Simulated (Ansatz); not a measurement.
## How many bands does the GW gap of WS2/WS2/WS2 (multilayer of trigonal-prismatic sheets) need?

How do accuracy and time trade against each other in G0W0 on WS2/WS2/WS2 (multilayer of trigonal-prismatic sheets)?

Main program and level: Ansatz 0.2.0; G0W0 on PBE, plane waves, PAW.

## 1. The starting structure

The cell holds 9 atoms: 3 W and 6 S. Its edges and angles: a = 3.156 Å, b = 3.156 Å, c = 53.800 Å, α = 90.0°, β = 90.0°, γ = 120.0°. Regions: layer 1 (WS2), 3 atoms (1 W and 2 S); layer 2 (WS2), 3 atoms (1 W and 2 S); layer 3 (WS2), 3 atoms (1 W and 2 S). Vacuum lies along c.

The structure was relaxed with PBE-D3(BJ). The runs that relaxed it are not among those shown. Spin-orbit coupling is left out unless a step names it. The default PAW set here is soft_2. Its files were made with PBE. The Coulomb interaction is cut off across the vacuum.

## 2. 246 empty bands, screening to 38 eV

G0W0 replaces the xc potential by the self-energy, built once from these orbitals. Only a window of levels is corrected, while the sums run over the empty bands that the input names.

Contents of input.yaml:

```yaml
crystal:
  lattice:
    - [3.1558784816, 0.0, 0.0]
    - [-1.5779392408, 2.7330709363, 0.0]
    - [0.0, 0.0, 53.8]
  atoms:
    - { symbol: W, position: [0.3333333333, 0.6666666667, 0.3870100169] }
    - { symbol: S, position: [0.6666666667, 0.3333333333, 0.4162776184] }
    - { symbol: S, position: [0.6666666667, 0.3333333333, 0.3577055322] }
    - { symbol: W, position: [0.6666666667, 0.3333333333, 0.5] }
    - { symbol: S, position: [0.3333333333, 0.6666666667, 0.5292536339] }
    - { symbol: S, position: [0.3333333333, 0.6666666667, 0.4707463661] }
    - { symbol: W, position: [0.3333333333, 0.6666666667, 0.6129899831] }
    - { symbol: S, position: [0.6666666667, 0.3333333333, 0.6422944678] }
    - { symbol: S, position: [0.6666666667, 0.3333333333, 0.5837223816] }
  periodic: [true, true, false]
kpoints:
  mp_grid: { grid: [9, 9, 1] }
hamiltonian:
  xc: pbe
scf:
  occupations: { method: fixed }
gw:
  n_empty_bands: 246
  ecut_chi: 38
  qp_bands: [v3, c3]
  qp_kpoints: band_edges
  screening: { model: contour_deformation }
```

Launch:

```
$ ansatz run input.yaml --threads 3 --pin off --max-ram 92160MiB --backend cuda --events-out ev --progress --plain --runs-dir out --devices 1 --max-vram 13GiB
```

Numbers of over 12 decimals in the logs are rounded to 6 here.

The log of the run:

```text
GPUs: using 1 of 1 available (devices: 1).
Engine: ansatz 0.2.0, x86_64-unknown-linux-gnu
Pseudopotentials: kind: paw
Pseudopotential: W, paw, valence charge 14, recommended cutoff 420 eV (normal), W.paw.azcp
Pseudopotential: S, paw, valence charge 6, recommended cutoff 420 eV (normal), S.paw.azcp
Functional definition: PBE
  parameter kappa = 0.804
  parameter beta = 0.066725
  exchange = pbe_x(kappa = kappa, mu = beta*pi^2/3)
  correlation = pbe_c(beta = beta)
device memory: the entry about to start is reckoned to put 4.6 GiB on a device that reports 33.3 GiB free (of which the cap on the GPU budget leaves the run 13.0 GiB)
GPU FFT provider: cuFFT
GPU libraries: cuBLAS 13.8.2, cuFFT 12.4.0, cuSOLVER 12.3.4
Crystal: 9 atoms, lattice volume = 464.038 Å³
Basis set: ecut = 420 eV, 8963 PW (Γ)
Bands: 48, of which v1, the nominal top of the filled ones, is band 39 counted from 1 (38 counted from 0)
Symmetry: 12 space group operations
Space group: P-6m2 (ITA 187), of the structure as read, at distance tolerance 7.7e-5 Å
k-points: 12 of 81 (time reversal used)
Non-local potential: W, projectors of the file, l = 0: 3, l = 1: 2, l = 2: 2, l = 3: 1
Non-local potential: S, projectors of the file, l = 0: 2, l = 1: 2, l = 2: 2
PAW form: soft (Blöchl's): semilocal exchange-correlation on the pseudo side does not see the compensation charge
PAW one-centre angular grid: W, 590 points (default); XC on 64 Gauss nodes
PAW one-centre angular grid: S, 110 points (default); XC on 64 Gauss nodes
Initial density: superposition of atomic densities (neutral atoms: chi_scale 0, normalization atom), corrected by the library's trained network
Initial wavefunctions: pseudopotential atomic-orbital guess
GPU buffer pool allocated for 207360 grid points (all kernels)
GPU transforms: local potential and band sums: pruned to the plane-wave sphere, on 24×24×360
Functional: x = pbe(κ = 0.804, μ = 0.219515), c = pbe(β = 0.066725)
SCF iter   1: F=—  HF=-36574.124463 eV  |F-HF|=—  |Δ(HF+E_count)|=         —  Δρ=3.19e-3  dr2=6.32e-2  ethr=1.77e-3  ⟨swp⟩=7.2  Hψ=3128  notcnv=0  defer=71
preconditioner: auto → Resta (q_TF=auto, 2.027 Å⁻¹)  ε∞=3.3  [insulator: Δε(μ)=1.200 eV  Ē_g=8.435 eV  n_scr=34 (ndim 8)  ℏωp=12.7 eV  f_vac=0.650  ε∞_Penn≈3.3  vacuum switching on, ρ_ref=5.2e-3 e/Å³]
SCF iter   2: F=—  HF=-36574.138654 eV  |F-HF|=—  |Δ(HF+E_count)|=   1.42e-2  Δρ=1.92e-3  dr2=3.79e-2  ethr=8.10e-5  ⟨swp⟩=4.7  Hψ=1511  notcnv=0  defer=83
SCF iter   3: F=—  HF=-36574.138129 eV  |F-HF|=—  |Δ(HF+E_count)|=   5.24e-4  Δρ=1.24e-3  dr2=3.28e-3  ethr=4.86e-5  ⟨swp⟩=3.6  Hψ=969  notcnv=0  defer=84
SCF iter   4: F=—  HF=-36574.142670 eV  |F-HF|=—  |Δ(HF+E_count)|=   4.54e-3  Δρ=4.40e-4  dr2=1.80e-3  ethr=4.21e-6  ⟨swp⟩=3.6  Hψ=1317  notcnv=0  defer=83
SCF iter   5: F=—  HF=-36574.142690 eV  |F-HF|=—  |Δ(HF+E_count)|=   2.01e-5  Δρ=9.45e-5  dr2=5.96e-5  ethr=2.31e-6  ⟨swp⟩=2.6  Hψ=873  notcnv=0  defer=83
SCF iter   6: F=—  HF=-36574.142709 eV  |F-HF|=—  |Δ(HF+E_count)|=   1.95e-5  Δρ=4.03e-5  dr2=1.04e-5  ethr=7.64e-8  ⟨swp⟩=3.0  Hψ=1263  notcnv=0  defer=83
SCF iter   7: F=—  HF=-36574.142713 eV  |F-HF|=—  |Δ(HF+E_count)|=   3.46e-6  Δρ=1.18e-5  dr2=1.65e-6  ethr=1.34e-8  ⟨swp⟩=3.4  Hψ=1261  notcnv=0  defer=83
SCF iter   8: F=—  HF=-36574.142713 eV  |F-HF|=—  |Δ(HF+E_count)|=   1.49e-7  Δρ=5.08e-6  dr2=1.94e-7  ethr=2.11e-9  ⟨swp⟩=2.8  Hψ=993  notcnv=0  defer=80
SCF iter   9: F=—  HF=-36574.142713 eV  |F-HF|=—  |Δ(HF+E_count)|=   2.81e-8  Δρ=4.79e-6  dr2=3.24e-7  ethr=1.28e-10  ⟨swp⟩=19.3  Hψ=3506  notcnv=0
SCF iter  10: F=-36574.142713 eV  HF=-36574.142713 eV  |F-HF|=1.72e-9  |Δ(HF+E_count)|=   5.28e-8  Δρ=8.75e-7  dr2=3.95e-9  ethr=1.28e-10  ⟨swp⟩=2.4  Hψ=1727  notcnv=0
SCF 1 converged in 10 iterations: F = -36574.142713 eV  dr2 = 3.95e-9
  greatest PAW one-centre occupation: 1.000 electrons in one spin orbital (limit 2), on the W atom at site 0 (counted from 0), in its partial waves of l = 0
device memory: the entry about to start is reckoned to put 5.6 GiB (of the 5.7 GiB reckoned in all, the device holds 0.1 GiB already) on a device that reports 33.1 GiB free (of which the cap on the GPU budget leaves the run 12.9 GiB)
NSCF: frozen V_eff on 12 k-points
the band table was solved once the SCF had ended and its energy, with any forces and stress, was formed, with the checks that follow a solve (3105 applications of the Hamiltonian). They found nothing against the state; the energy, forces and stress were not computed again (output.eigenvalues in the input reference)
device memory: the entry about to start is reckoned to put 6.3 GiB on a device that reports 33.3 GiB free (of which the cap on the GPU budget leaves the run 13.0 GiB)
NSCF: frozen V_eff on 12 k-points
G₀W₀ screening: q 1/12
[... further progress lines ...]
device memory: the entry about to start is reckoned to put 1.4 GiB on a device that reports 54.8 GiB free (of which the cap on the GPU budget leaves the run 13.0 GiB)
NSCF: frozen V_eff on 1 k-points
SCF converged after 10 iterations
Free energy (F): -36574.142713 eV
Harris-Foulkes:  -36574.142713 eV  (|F-HF|=1.72e-9)
Internal energy: -36574.142713 eV  (E = F + TS)
E sigma→0 (E₀):  -36574.142713 eV
Fermi energy:    -5.134179 eV
--- Per-component energies (eV) ---
  E_band       = -1867.866268
  E_kinetic    = 2000.931329
  E_local      = -487659.446665  (includes V_loc(G=0)·N_el)
  E_nonlocal   = 172.112158
  E_hartree    = 242635.101284
  E_xc         = -1387.358322
  E_vxc        = -1246.307672  (∫ρ·V_xc dr)
  E_paw        = -29289.464662  (= ΣΔE_a)
  E_vpaw       = -405.358876  (= ΣTr[D̂ρ^β])
  E_aug_tail   = -0.000186  (compensation charges beyond the density's cutoff)
  E_ewald      = 236953.982351
  E_smearing   = -0.000000  (= −TS)
  E_closure    = 0.000000  (closes the sum)
  Σ components = -36574.142713   (vs F -36574.142713, Δ=0.00e0)
--- Band table (eV; the first three rows and the last of 12) ---
  k-point 0: bands = [... 35 lower, -7.0385, -6.1023, -5.5018, -5.1342, -2.7774, -2.7774, -2.7693, -2.7693, ... 5 higher]
  k-point 1: bands = [... 35 lower, -6.7115, -6.1269, -5.7085, -5.5019, -3.0879, -3.0232, -2.9261, -2.9015, ... 5 higher]
  k-point 2: bands = [... 35 lower, -6.9598, -6.4745, -6.3952, -6.3847, -3.6291, -3.3656, -3.1823, -3.0791, ... 5 higher]
  k-point 11: bands = [... 35 lower, -8.0293, -5.7929, -5.7035, -5.6223, -3.7699, -3.7565, -3.7564, -2.9129, ... 5 higher]
--- G₀W₀: contour deformation, 7 samples at zero and on the imaginary axis and 2 off it, 81 q-points, 246 empty bands' worth ---
  eigenvalues of the whole cell's RPA ε∞ on this k-mesh (on a slab, of 1 + 4πα/V) = 1.2823, 5.4059, 5.4059; static W/v taken at q = 0 is 0.325850
  gw.qp_kpoints: band_edges: 9 of 12 stored k-points solved, in 1 pass; an edge of the gap read off the rows below is read off those points alone
    valence top: of the k-points left out ik 8 came nearest to being solved in a further pass, in band 39 (counted from 1, as in the quasiparticle table): it holds the edge there only if its correction is more favourable than any solved in that band by at least 1.060 eV; those differ by 0.132 eV
    conduction bottom: of the k-points left out ik 3 came nearest to being solved in a further pass, in band 40 (counted from 1, as in the quasiparticle table): it holds the edge there only if its correction is more favourable than any solved in that band by at least 0.562 eV; those differ by 0.209 eV
    ik  band        ε_KS         Σx   Σc(E_QP)       V_xc       Z   E_QP_lin       E_QP  E_QP is
     0    37     -6.1023   -18.2738     1.4050   -17.0197  0.7540    -5.9519    -5.9515  root
     0    38     -5.5018   -18.8975     1.3089   -17.8381  0.7598    -5.2531    -5.2522  root
     0    39     -5.1342   -19.3180     1.0572   -18.5979  0.7627    -4.7982    -4.7970  root
     0    40     -2.7774   -13.7733    -3.6195   -18.3702  0.7617    -1.7784    -1.8001  root
     0    41     -2.7774   -13.7733    -3.6195   -18.3702  0.7617    -1.7784    -1.8001  root
     0    42     -2.7693   -13.7988    -3.5562   -18.3351  0.7570    -1.7657    -1.7892  root
     1    37     -6.1269   -18.5752     1.4501   -17.2989  0.7540    -5.9537    -5.9532  root
     1    38     -5.7085   -19.0505     1.4176   -17.8791  0.7583    -5.4632    -5.4624  root
     1    39     -5.5019   -19.2437     1.2247   -18.3250  0.7611    -5.1971    -5.1959  root
     1    40     -3.0879   -13.5424    -3.3964   -17.8182  0.7560    -2.1899    -2.2086  root
     1    41     -3.0232   -13.4751    -3.4204   -17.7887  0.7543    -2.1101    -2.1301  root
     1    42     -2.9261   -13.6486    -3.5551   -18.1339  0.7574    -1.9747    -1.9960  root
     2    37     -6.4745   -18.9707     1.6207   -17.5482  0.7512    -6.2769    -6.2762  root
     2    38     -6.3952   -19.0636     1.6189   -17.6486  0.7511    -6.1920    -6.1913  root
     2    39     -6.3847   -19.0644     1.5938   -17.6908  0.7536    -6.1653    -6.1645  root
     2    40     -3.6291   -13.2114    -3.3310   -17.3358  0.7647    -2.8234    -2.8357  root
     2    41     -3.3656   -13.3101    -3.3975   -17.5390  0.7597    -2.5188    -2.5341  root
     2    42     -3.1823   -14.3766    -3.4029   -18.7002  0.7556    -2.2417    -2.2616  root
     5    37     -6.2969   -19.0631     1.5653   -17.7011  0.7521    -6.0943    -6.0936  root
     5    38     -6.1533   -19.2002     1.5633   -17.8642  0.7538    -5.9269    -5.9260  root
     5    39     -6.1154   -19.1953     1.4789   -17.9712  0.7564    -5.8616    -5.8607  root
     5    40     -3.6572   -13.2580    -3.2175   -17.2781  0.7647    -2.8423    -2.8548  root
     5    41     -3.4305   -13.3773    -3.3052   -17.5290  0.7604    -2.5686    -2.5840  root
     5    42     -3.1745   -13.6753    -3.4413   -18.0079  0.7586    -2.2647    -2.2832  root
[...]
10    41     -3.2726   -15.6496    -3.3972   -19.9725  0.7542    -2.3270    -2.3470  root
    10    42     -3.2023   -15.8692    -3.4314   -20.2417  0.7548    -2.2404    -2.2613  root
    11    37     -5.7929   -18.5936     0.9734   -17.8794  0.7624    -5.5346    -5.5338  root
    11    38     -5.7035   -18.7706     0.9389   -18.1036  0.7601    -5.4325    -5.4316  root
    11    39     -5.6223   -18.9714     0.9206   -18.3608  0.7622    -5.3133    -5.3122  root
    11    40     -3.7699   -15.8590    -3.1450   -19.9233  0.7651    -2.8353    -2.8506  root
    11    41     -3.7565   -15.8553    -3.1363   -19.9285  0.7609    -2.8025    -2.8196  root
    11    42     -3.7564   -15.8586    -3.1364   -19.9319  0.7609    -2.8024    -2.8195  root
```

It took 49 s on 1 × NVIDIA H100 80GB HBM3 (shared by 6 runs) with 3 threads of AMD EPYC 7R13 (Zen 3), shared host; peak memory 1.9 GiB.

Numbers from this step:

```yaml
bands_summed: 285
plane_waves_in_the_screening_matrix: 277
q_points_in_the_mesh: 81
g0w0_gap_on_the_mesh: 1.675 eV
k_of_the_valence_top: 0, 0, 0
k_of_the_conduction_bottom: 0.1111, 0.2222, 0
starting_gap_on_the_mesh: 1.236 eV
z_at_the_valence_top: 0.7627
z_at_the_conduction_bottom: 0.7675
least_direct_g0w0_gap_on_the_computed_points: 2.462 eV
```

The gap on the mesh goes from 1.24 eV to 1.67 eV, a correction of +0.44 eV. Between the two edge states, bare exchange in place of the xc potential would open the gap by 4.72 eV, and correlation takes back 4.28 eV.

## 3. 617 empty bands, screening to 70 eV

Another rung: the empty bands reach about as high as the screening cutoff, so the two stay in balance.

input.yaml: that of step 2 with these lines changed.

```diff
@@ -22,5 +22,6 @@
   occupations: { method: fixed }
+  convergence: { dr2_threshold: 1.0e-10 }
 gw:
-  n_empty_bands: 246
-  ecut_chi: 38
+  n_empty_bands: 617
+  ecut_chi: 70.0
   qp_bands: [v3, c3]
```

The log of the run:

```text
GPUs: using 1 of 1 available (devices: 1).
[...]
GPU FFT provider: cuFFT
GPU libraries: cuBLAS 13.8.2, cuFFT 12.4.0, cuSOLVER 12.3.4
Crystal: 9 atoms, lattice volume = 464.038 Å³
Basis set: ecut = 420 eV, 8963 PW (Γ)
Bands: 48, of which v1, the nominal top of the filled ones, is band 39 counted from 1 (38 counted from 0)
[... 1 set-up line as in the run before ...]
[...]
k-points: 12 of 81 (time reversal used)
[...]
GPU buffer pool allocated for 207360 grid points (all kernels)
[...]
SCF iter   1: F=—  HF=-36574.124463 eV  |F-HF|=—  |Δ(HF+E_count)|=         —  Δρ=3.19e-3  dr2=6.32e-2  ethr=1.77e-3  ⟨swp⟩=7.2  Hψ=3128  notcnv=0  defer=71
[...]
SCF iter  12: F=-36574.142713 eV  HF=-36574.142713 eV  |F-HF|=7.49e-10  |Δ(HF+E_count)|=  3.27e-10  Δρ=6.01e-8  dr2=1.75e-11  ethr=1.00e-12  ⟨swp⟩=18.4  Hψ=3342  notcnv=0
SCF 1 converged in 12 iterations: F = -36574.142713 eV  dr2 = 1.75e-11
[...]
NSCF: frozen V_eff on 12 k-points
[...]
WARN: eigensolver did not converge (k=1): 2 band(s) unlocked after 6 eigensolves, warm-restarted (20 sweeps on the last) at ethr=1.23e-11 eV (storage-precision floor; scheduled 1.00e-12 eV) (lowest unlocked band 659, counted from 0; max residual 1.62e-2 eV among the unlocked bands, 1.62e-2 eV over every band; other slots of this pass that fall short are told together in one closing line; warning suppressed until the next SCF loop or pass starts)
[...]
0    41     -2.7774   -13.7733    -3.9624   -18.3702  0.7537    -2.1348    -2.1429  root
     0    42     -2.7693   -13.7988    -3.8974   -18.3351  0.7490    -2.1215    -2.1304  root
     1    37     -6.1268   -18.5752     1.1471   -17.2989  0.7470    -6.2564    -6.2561  root *
     1    38     -5.7084   -19.0505     1.0876   -17.8791  0.7504    -5.7924    -5.7922  root *
     1    39     -5.5019   -19.2437     0.8852   -18.3250  0.7529    -5.5354    -5.5353  root *
     1    40     -3.0879   -13.5424    -3.7227   -17.8182  0.7477    -2.5282    -2.5348  root *
     1    41     -3.0232   -13.4751    -3.7436   -17.7886  0.7462    -2.4460    -2.4532  root *
     1    42     -2.9260   -13.6486    -3.8808   -18.1338  0.7496    -2.3135    -2.3216  root *
     2    37     -6.4744   -18.9707     1.3111   -17.5482  0.7438    -6.5860    -6.5858  root
     2    38     -6.3952   -19.0636     1.3043   -17.6486  0.7436    -6.5060    -6.5057  root
[...]
7    37     -6.5618   -18.8511     1.5029   -17.2051  0.7487    -6.7053    -6.7049  root *
     7    38     -6.4954   -18.9953     1.4480   -17.4057  0.7461    -6.6373    -6.6370  root *
     7    39     -6.4538   -19.1161     1.4105   -17.5856  0.7481    -6.5741    -6.5739  root *
     7    40     -3.4100   -14.1574    -3.8505   -18.5246  0.7540    -2.8882    -2.8933  root *
     7    41     -3.1793   -14.3834    -3.9164   -18.8520  0.7482    -2.6204    -2.6270  root *
     7    42     -2.9230   -15.0614    -4.0487   -19.6904  0.7434    -2.3345    -2.3428  root *
[...]
11    39     -5.6222   -18.9714     0.5744   -18.3608  0.7547    -5.6585    -5.6584  root
    11    40     -3.7698   -15.8590    -3.5171   -19.9233  0.7570    -3.2179    -3.2227  root
    11    41     -3.7564   -15.8553    -3.5057   -19.9285  0.7529    -3.1835    -3.1890  root
    11    42     -3.7563   -15.8586    -3.5058   -19.9319  0.7529    -3.1833    -3.1888  root
[key lines of the parts left out:]
SCF converged after 12 iterations
Free energy (F): -36574.142713 eV
Fermi energy:    -5.134113 eV
```

Run time: 2.9 min. Hardware: 1 × NVIDIA H100 80GB HBM3 (shared by 6 runs) with 3 threads; peak memory 3.4 GiB.

This step gave:

| Item | Value |
| --- | --- |
| bands summed | 656 |
| plane waves in the screening matrix | 601 |
| q-points in the mesh | 81 |
| G0W0 gap on the mesh | 1.722 eV |
| k of the valence top | 0, 0, 0 |
| k of the conduction bottom | 0.1111, 0.2222, 0 |
| starting gap on the mesh | 1.236 eV |
| Z at the valence top | 0.7543 |
| Z at the conduction bottom | 0.7604 |
| least direct G0W0 gap on the computed points | 2.436 eV |

Against the run with 9×9×1 mesh, 246 empty bands, screening to 38 eV, the gap moves by +0.05 eV.

## 4. The runs together

Times are wall times on 1 × NVIDIA H100 80GB HBM3 (shared by 6 runs) with 3 threads of AMD EPYC 7R13 (Zen 3), shared host, good to a factor of about two.

| mesh | files | frequency | bands summed | cutoff (eV) | start (eV) | G0W0 (eV) | time | host memory (GiB) |
| --- | --- | --- | --- | --- | --- | --- | --- | --- |
| 9×9×1 | default PAW | contour deformation | 285 | 38 | 1.236 | 1.675 | 49 s | 1.9 |
| 9×9×1 | default PAW | contour deformation | 656 | 70 | 1.236 | 1.722 | 2.9 min | 3.4 |

The parts of the quasiparticle energy at the two band edges (eV; QP = start + Σx + Σc − Vxc):

| run | edge | start | Σx | Σc | Vxc | Z | QP |
| --- | --- | --- | --- | --- | --- | --- | --- |
| 285 bands | valence top | -5.13 | -19.32 | 1.06 | -18.60 | 0.76 | -4.80 |
| 285 bands | conduction bottom | -3.90 | -13.32 | -3.23 | -17.32 | 0.77 | -3.12 |
| 656 bands | valence top | -5.13 | -19.32 | 0.71 | -18.60 | 0.75 | -5.15 |
| 656 bands | conduction bottom | -3.90 | -13.32 | -3.53 | -17.32 | 0.76 | -3.42 |

## 5. Outcome

```json
{
 "285 bands, 38 eV": "1.675 eV",
 "656 bands, 70 eV": "1.722 eV",
 "estimated limit in bands and cutoff": "1.76 eV",
 "mesh and start": "9×9×1, PBE"
}
```

A line in one over the bands through the two rungs gives 1.76 eV, +0.04 eV from the top rung; with two points alone it is an unchecked estimate. The rungs stand 0.08 eV (285 bands) and 0.04 eV (656 bands) from it. From 285 to 656 bands the gap moves by +0.05 eV while the time grows 3.6-fold. Σc changes by −0.35 eV at the valence top and −0.30 eV at the conduction bottom, so the levels themselves move more than the gap between them. The 9×9×1 mesh misses a band edge: over a band path and its finer mesh (run apart) the PBE gap is 1.13 eV, so the G0W0 gap over the zone may lie about 0.10 eV below its value on the mesh. The mesh in the plane is coarse for a sheet; gap and any exciton binding can still move on denser ones. The many-body steps are scalar-relativistic: spin-orbit coupling is not in them.

[Paths, hosts, dates, memory and timing lines, banners, echoed tables and standing remarks are left out of the program output.]

[Logs are printed without paths, hosts, clocks, repeated set-up lines and the standing remarks that a program may print on its own settings, such as how far it seeks lower states.]

[Runs of the session that timed out or met a known fault of the program may be left out.]

[Cells called generated may have been cut or substituted from an entry of the Crystallography Open Database or the Materials Project.]

[Hosts, paths, dates, database ids (printed as entryN), source tags and the programs' standing remarks are cut or masked in the printed files.]
